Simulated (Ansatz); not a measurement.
## Pb in Ansatz: the effect of functional

Pb:

```xyz
1
Lattice="-1.9392 1.9392 1.9392 1.9392 -1.9392 1.9392 1.9392 1.9392 -1.9392" Properties=species:S:1:pos:R:3 pbc="T T T"
Pb    0.0000    0.0000    0.0000
```

This isn't the form of Pb at room conditions, which is fcc.

The cell isn't the ideal one: volume scaled by 0.94.

Alike in all runs:

```yaml
Program: Ansatz 0.2.0
Task: single point
Potentials_or_basis: Ansatz PAW
k_mesh: 9 × 9 × 9
Occupations: fermi-dirac, width 0.05 eV
Spin: no spin polarisation
```

```csv
functional,cutoff,pressure (GPa)
LDA,420 eV (not typed: the program's choice for these potentials),-0.8
PBEsol,420 eV (not typed: the program's choice for these potentials),?
r2SCAN,500 eV (not typed: the program's choice for these potentials),2.7
```

Task: What does the run with functional PBEsol give?

Result: Pressure 0.8 GPa.

Caveats: the PAW data sets come from PBE, with cores solved anew for the run's functional, which leaves a small shift of forces and pressure.
